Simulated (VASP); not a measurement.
# SrO (P6_3/mmc) in VASP: a series of runs

The runs below take SrO through relaxation of cell and atoms, with r2SCAN, r2SCAN+rVV10.

Program: VASP 6.6.1. These are calculated values, not measurements. Logs are shortened: lines on timing, memory, paths and dates and some standing lists are left out, and cuts for length are marked.

## (1) The structure

Symmetry: P6_3/mmc, No. 194, hexagonal system. Conventional cell: a = 3.553 Å, b = 3.553 Å, c = 6.217 Å, α = 90.00°, β = 90.00°, γ = 120.00°. Sr (site symmetry -6m2) is surrounded by 6 O at 2.57 Å. O (site symmetry -3m) is surrounded by 6 Sr at 2.57 Å.

Measurements of this composition are mostly on another form, of space group No. 225.

## (2) Relaxation of cell and atoms, r2SCAN

INCAR reads:

```
SYSTEM = SrO
PREC = Accurate
ENCUT = 600
EDIFF = 1E-7
ISMEAR = 0
SIGMA = 0.02
LREAL = .False.
LASPH = .True.
NELM = 100
ALGO = Normal
ISIF = 3
LWAVE = .False.
LCHARG = .False.
METAGGA = R2SCAN
LMIXTAU = .True.
IBRION = 2
NSW = 90
EDIFFG = -0.005
```

KPOINTS reads:

```
regular mesh
0
Gamma
  9 9 4
  0 0 0
```

POSCAR reads:

```
SrO
1.0
    3.5532880900      0.0000000000      0.0000000000
   -1.7766440500      3.0772377500      0.0000000000
    0.0000000000      0.0000000000      6.2173039800
Sr O
2 2
Direct
    0.3333333300      0.6666666700      0.2500000000
    0.6666666700      0.3333333300      0.7500000000
    0.0000000000      0.0000000000      0.0000000000
    0.0000000000      0.0000000000      0.5000000000
```

Potentials or basis: VASP PAW PBE potentials, release 64 (Sr_sv, O).

On the command line:

```sh
cat potpaw_PBE.64/Sr_sv/POTCAR potpaw_PBE.64/O/POTCAR > POTCAR
mpirun -np 1 vasp_std > vasp.out
```

OUTCAR:

```text
SYSTEM = SrO
   PREC = Accurate
   ENCUT = 600
   EDIFF = 1E-7
   ISMEAR = 0
   LREAL = .False.
   LASPH = .True.
   NELM = 100
   ISIF = 3
   METAGGA = R2SCAN
   IBRION = 2
   NSW = 90
   EDIFFG = -0.005

 ion  position               nearest neighbor table
   1  0.333  0.667  0.250-   3 2.57   4 2.57   3 2.57   4 2.57   3 2.57   4 2.57   2 3.72   2 3.72
                             2 3.72   2 3.72   2 3.72   2 3.72
   2  0.667  0.333  0.750-   3 2.57   4 2.57   3 2.57   4 2.57   3 2.57   4 2.57   1 3.72   1 3.72
                             1 3.72   1 3.72   1 3.72   1 3.72
   3  0.000  0.000  0.000-   1 2.57   2 2.57   1 2.57   2 2.57   2 2.57   1 2.57
   4  0.000  0.000  0.500-   1 2.57   2 2.57   1 2.57   2 2.57   2 2.57   1 2.57

  LATTYP: Found a hexagonal cell.
 ALAT       =     3.5532880900
 C/A-ratio  =     1.7497325920

  Lattice vectors:

 A1 = (   3.5532880900,   0.0000000000,   0.0000000000)
 A2 = (  -1.7766440500,   3.0772377500,   0.0000000000)
 A3 = (   0.0000000000,   0.0000000000,   6.2173039800)

Analysis of symmetry for initial positions (statically):
=====================================================================
 Subroutine PRICEL returns:
 Original cell was already a primitive cell.

 Routine SETGRP: Setting up the symmetry group for a
 hexagonal supercell.

 Subroutine GETGRP returns: Found 24 space group operations
 (whereof 12 operations were pure point group operations)
 out of a pool of 24 trial point group operations.

The static configuration has the point symmetry D_3d.
 The point group associated with its full space group is D_6h.

Analysis of symmetry for dynamics (positions and initial velocities):
=====================================================================
 Subroutine PRICEL returns:
 Original cell was already a primitive cell.

 Routine SETGRP: Setting up the symmetry group for a
 hexagonal supercell.

 Subroutine GETGRP returns: Found 24 space group operations
 (whereof 12 operations were pure point group operations)
 out of a pool of 24 trial point group operations.

The dynamic configuration has the point symmetry D_3d.
 The point group associated with its full space group is D_6h.

 Subroutine INISYM returns: Found 24 space group operations
 (whereof 12 operations are pure point group operations),
 and found     1 'primitive' translations

----------------------------------------------------------------------------------------

                                     Primitive cell

  volume of cell :      67.9819

  direct lattice vectors                    reciprocal lattice vectors
     3.553288090  0.000000000  0.000000000     0.281429475  0.162483383  0.000000000
    -1.776644050  3.077237750  0.000000000     0.000000000  0.324966766  0.000000000
     0.000000000  0.000000000  6.217303980     0.000000000  0.000000000  0.160841420

  length of vectors
     3.553288090  3.553288090  6.217303980     0.324966766  0.324966766  0.160841420

  position of ions in fractional coordinates (direct lattice)
     0.333333330  0.666666670  0.250000000
     0.666666670  0.333333330  0.750000000
     0.000000000  0.000000000  0.000000000
     0.000000000  0.000000000  0.500000000

  ion indices of the primitive-cell ions
   primitive index   ion index
                 1           1
                 2           2
                 3           3
                 4           4

----------------------------------------------------------------------------------------

 KPOINTS: regular mesh

Automatic generation of k-mesh.
 Grid dimensions read from file:
 generate k-points for:    9    9    4

 Generating k-lattice:

  Cartesian coordinates                     Fractional coordinates (reciprocal lattice)
     0.031269942  0.018053709  0.000000000     0.111111111  0.000000000  0.000000000
     0.000000000  0.036107418  0.000000000     0.000000000  0.111111111  0.000000000
     0.000000000  0.000000000  0.040210355     0.000000000  0.000000000  0.250000000

  Length of vectors
     0.036107418  0.036107418  0.040210355

  Shift w.r.t. Gamma in fractional coordinates (k-lattice)
     0.000000000  0.000000000  0.000000000

 Subroutine IBZKPT returns following result:
 ===========================================

 Found     36 irreducible k-points:

 Following reciprocal coordinates:
            Coordinates               Weight
  0.000000  0.000000  0.000000      1.000000
  0.111111  0.000000  0.000000      6.000000
  0.222222  0.000000  0.000000      6.000000
  0.333333  0.000000  0.000000      6.000000
  0.444444  0.000000  0.000000      6.000000
  0.111111  0.111111  0.000000      6.000000
[... 16 lines left out ...]
  0.333333  0.222222  0.250000     24.000000
  0.333333  0.333333  0.250000      4.000000
 [... further k-points ...]
   k-points           NKPTS =     36   k-points in BZ     NKDIM =     36   number of bands    NBANDS=     20
   number of dos      NEDOS =    301   number of ions     NIONS =      4
   total plane-waves  NPLWV =  39200
   dimension x,y,z NGX =    28 NGY =   28 NGZ =   50
   dimension x,y,z NGXF=    56 NGYF=   56 NGZF=  100
   ions per type =               2   2
   NGX,Y,Z   is equivalent  to a cutoff of  13.10, 13.10, 13.37 a.u.
   NGXF,Y,Z  is equivalent  to a cutoff of  26.20, 26.20, 26.74 a.u.
 SYSTEM =  SrO
   PREC   = accura    normal or accurate (medium, high low for compatibility)
   ISTART =      0    job   : 0-new  1-cont  2-samecut
   ICHARG =      2    charge: 1-file 2-atom 10-const
   ISPIN  =      1    spin polarized calculation?
   LNONCOLLINEAR =      F non collinear calculations
   LSORBIT =      F    spin-orbit coupling
   LASPH  =      T    aspherical Exc in radial PAW
   ENCUT  =  600.0 eV  44.10 Ry    6.64 a.u.   7.10  7.10 12.42*2*pi/ulx,y,z
   NELM   =    100;   NELMIN=  2; NELMDL= -5     # of ELM steps
   EDIFF  = 0.1E-06   stopping-criterion for ELM
   LREAL  =      F    real-space projection
   EDIFFG = -.5E-02   stopping-criterion for IOM
   NSW    =     90    number of steps for IOM
   IBRION =      2    ionic relax: 0-MD 1-quasi-New 2-CG
   NFREE  =      1    steps in history (QN), initial steepest desc. (CG)
   ISIF   =      3    stress and relaxation
   ISYM   =      2    0-nonsym 1-usesym 2-fastsym
   POTIM  = 0.5000    time-step for ionic-motion
   TEBEG  =    0.0;   TEEND  =   0.0 temperature during run
   PSTRESS=    0.0 pullay stress
   NELECT =      32.0000    total number of electrons
   NUPDOWN=      -1.0000    fix difference up-down
   EMIN   =  10.00;   EMAX   =-10.00  energy-range for DOS
   EFERMI =   0.00;   METHOD = LEGACY
   ISMEAR =     0;   SIGMA  =   0.02  broadening in eV -4-tet -1-fermi 0-gaus
   EFERMI_NEDOS =   21; number of points for ismear=-14 and -15
   IALGO  =     38    algorithm
   IMIX   =      4    mixing-type and parameters
     AMIX     =   0.40;   BMIX     =  1.00
     AMIX_MAG =   1.60;   BMIX_MAG =  1.00
  volume/ion in A,a.u.               =      17.00       114.69
  Fermi-wavevector in a.u.,A,eV,Ry     =   1.273484  2.406537 22.065419  1.621763
  Thomas-Fermi vector in A             =   2.406305
   LORBIT       =      0    0 simple, 1 ext, 2 COOP (PROOUT), +10 PAW based schemes
   METAGGA = R2SCAN    functional components
   LHFCALC =     F    Hartree Fock is set to
   AEXX    =    0.0000 exact exchange contribution
   IVDW    =     0    specifies the selected vdW correction
   LEPSILON=     F    determine dielectric tensor
   LRPA    =     F    only Hartree local field effects (RPA)
 conjugate gradient relaxation of ions
 non-spin polarized calculation
 Gauss-broadening in eV      SIGMA  =   0.02
  energy-cutoff  :      600.00
  volume of cell :       67.98
 maximum number of plane-waves:      2292
   NGX = 15   NGY = 15   NGZ = 25

 number of electron      32.0000002 magnetization

 Free energy of the ion-electron system (eV)
  ---------------------------------------------------
  ext. energy  EPLUGINS =         0.00000000
  ---------------------------------------------------
  free energy    TOTEN  =       -53.75143577 eV

  energy without entropy =      -53.75143577  energy(sigma->0) =      -53.75143577

 E-fermi :   2.0257     XC(G=0): -10.5760

 val. band max:        1.9128668474   @ k =   0.0000   0.0000   0.0000
 cond. band min:       5.4352336969   @ k =   0.4444   0.0000   0.0000
 fundamental gap:      3.5223668495
 Fermi energy:         2.0257441418

 k-point     1 :       0.0000    0.0000    0.0000
  band No.  band energies     occupation
      1     -32.1885      2.00000
      2     -32.0795      2.00000
      3     -15.9734      2.00000
      4     -14.5922      2.00000
      5     -13.2485      2.00000
      6     -13.2485      2.00000
[... 12 lines left out ...]
     19       7.5903      0.00000
     20       8.6486      0.00000

 k-point     2 :       0.1111    0.0000    0.0000
  band No.  band energies     occupation
      1     -32.1724      2.00000
      2     -32.0697      2.00000
      3     -15.8778      2.00000
      4     -14.8137      2.00000
      5     -13.3601      2.00000
      6     -13.2926      2.00000
[... 12 lines left out ...]
     19       7.8528      0.00000
     20       8.9620      0.00000

 k-point     3 :       0.2222    0.0000    0.0000
  band No.  band energies     occupation
      1     -32.1304      2.00000
      2     -32.0455      2.00000
      3     -15.6028      2.00000
      4     -15.2447      2.00000
      5     -13.6211      2.00000
      6     -13.3836      2.00000
[... 12 lines left out ...]
     19       8.5596      0.00000
     20       9.6929      0.00000

 k-point     4 :       0.3333    0.0000    0.0000
  band No.  band energies     occupation
      1     -32.0796      2.00000
      2     -32.0202      2.00000
      3     -15.6336      2.00000
      4     -15.1916      2.00000
      5     -13.9000      2.00000
      6     -13.4757      2.00000
[... 429 lines left out ...]
 k-point    23 :       0.3333    0.2222    0.2500
  band No.  band energies     occupation
      1     -32.0216      2.00000
      2     -32.0060      2.00000
      3     -15.7540      2.00000
      4     -14.9524      2.00000
      5     -13.8253      2.00000
      6     -13.7792      2.00000
[... 12 lines left out ...]
     19       9.1837      0.00000
     20       9.9064      0.00000

 k-point    24 :       0.3333    0.3333    0.2500
  band No.  band energies     occupation
      1     -32.0071      2.00000
      2     -32.0071      2.00000
      3     -15.7648      2.00000
      4     -14.8527      2.00000
      5     -13.9195      2.00000
      6     -13.9195      2.00000
[... 12 lines left out ...]
     19       9.7766      0.00000
     20       9.7766      0.00000

 [... further k-points ...]

------------------------ aborting loop because EDIFF is reached ----------------------------------------

  FORCE on cell =-STRESS in cart. coord.  units (eV):
  Direction    XX          YY          ZZ          XY          YZ          ZX
  --------------------------------------------------------------------------------------
  -------------------------------------------------------------------------------------
  Total        0.0131462      0.0131462      0.0072936     -0.0000000      0.0000000      0.0000000
  in kB        0.3098245      0.3098245      0.1718928     -0.0000000      0.0000000      0.0000000
  external PRESSURE =       0.2638472 kB  Pullay stress =       0.0000000 kB

 VOLUME and BASIS-vectors are now :
 -----------------------------------------------------------------------------
  energy-cutoff  :      600.00
  volume of cell :       67.98
      direct lattice vectors                 reciprocal lattice vectors
     3.553288090  0.000000000  0.000000000     0.281429475  0.162483383  0.000000000
    -1.776644050  3.077237750  0.000000000     0.000000000  0.324966766  0.000000000
     0.000000000  0.000000000  6.217303980     0.000000000  0.000000000  0.160841420

 POSITION                                       TOTAL-FORCE (eV/Angst)
 -----------------------------------------------------------------------------------
     -0.00000      2.05149      1.55433        -0.000000     -0.000000      0.000000
      1.77664      1.02575      4.66298         0.000000      0.000000      0.000000
      0.00000      0.00000      0.00000        -0.000000     -0.000000      0.000000
      0.00000      0.00000      3.10865         0.000000     -0.000000      0.000000
 -----------------------------------------------------------------------------------
    total drift:                               -0.000010      0.000006      0.000000

  FREE ENERGIE OF THE ION-ELECTRON SYSTEM (eV)
  ---------------------------------------------------
  free  energy   TOTEN  =       -53.7514357745 eV

  energy  without entropy=      -53.7514357745  energy(sigma->0) =      -53.75143577

 reached required accuracy - stopping structural energy minimisation
```

It took 2.6 min on 1 thread of Intel Xeon 6975P-C (Granite Rapids), shared host; peak memory 0.23 GiB.

Results:

- Free energy: -53.7514 eV
- Pressure after relaxing: 0.0 GPa
- Band gap on the k mesh: 3.52 eV, indirect (least direct gap 3.67 eV)

Final structure:
```xyz
4
Lattice="3.5533 0.0000 0.0000 -1.7766 3.0772 0.0000 0.0000 0.0000 6.2173" Properties=species:S:1:pos:R:3 pbc="T T T"
Sr    0.0000    2.0515    1.5543
Sr    1.7766    1.0257    4.6630
O     0.0000    0.0000    0.0000
O     0.0000    0.0000    3.1087
```

Caveat: the relaxation stopped at its first step, so nothing moved; the PAW data sets were made with another functional, which shifts forces and pressure a little; an odd mesh through Γ misses points on the zone boundary, where band edges often lie.

## (3) Relaxation of cell and atoms, r2SCAN+rVV10

Edit INCAR of step 2 so:

```diff
@@ -15,2 +15,6 @@
 LMIXTAU = .True.
+LUSE_VDW = .True.
+IVDW_NL = 2
+BPARAM = 11.95
+CPARAM = 0.0093
 IBRION = 2
```

KPOINTS is that of step 2.

POSCAR is that of step 2.

Potentials or basis: VASP PAW PBE potentials, release 64 (Sr_sv, O).

On the command line:

```sh
cat potpaw_PBE.64/Sr_sv/POTCAR potpaw_PBE.64/O/POTCAR > POTCAR
mpirun -np 1 vasp_std > vasp.out
```

It took 12 min on 1 thread of Intel Xeon 6975P-C (Granite Rapids), shared host; peak memory 0.39 GiB.

Results (log left out):

- Free energy: -52.9614 eV
- Relaxed volume: 16.82 Å³/atom
- Relaxed cell: a = 3.540 Å, b = 3.540 Å, c = 6.200 Å, α = 90.00°, β = 90.00°, γ = 120.00°
- Space group after relaxing (to 0.05 Å): P6_3/mmc (No. 194)
- Energy gained by relaxing: 0.5 meV/atom
- Ionic steps: 5
- Pressure after relaxing: 0.0 GPa
- Band gap on the k mesh: 3.48 eV, indirect (least direct gap 3.65 eV)

Step by step:
```tsv
step	energy change (eV)	largest force (eV/Å)	pressure (GPa)	volume (Å³)
1	0.0000	0.0000	-0.93	67.98
2	-0.0017	0.0000	0.38	67.01
3	-0.0021	0.0000	0.00	67.28
4	-0.0021	0.0000	-0.02	67.30
5	-0.0021	0.0000	-0.02	67.29
```

Final structure:
```
CELL_PARAMETERS angstrom
3.54015 0.00000 0.00000
-1.77007 3.06586 0.00000
0.00000 0.00000 6.20002
ATOMIC_POSITIONS crystal
Sr 0.33333 0.66667 0.25000
Sr 0.66667 0.33333 0.75000
O 0.00000 0.00000 0.00000
O 0.00000 0.00000 0.50000
```

Levels at points of the mesh, in eV from the valence-band top:
| k point | band 12 | band 13 | band 14 | band 15 | band 16 | band 17 | band 18 | band 19 | band 20 |
| --- | --- | --- | --- | --- | --- | --- | --- | --- | --- |
| (0.00, 0.00, 0.00) | -1.05 | -1.05 | -0.80 | -0.80 | 0.00 | 3.65 | 5.42 | 5.66 | 6.75 |
| (0.00, 0.00, 0.50) | -1.60 | -0.95 | -0.95 | -0.95 | -0.95 | 5.16 | 5.16 | 6.56 | 6.56 |

Caveat: the PAW data sets were made with another functional, which shifts forces and pressure a little; an odd mesh through Γ misses points on the zone boundary, where band edges often lie.
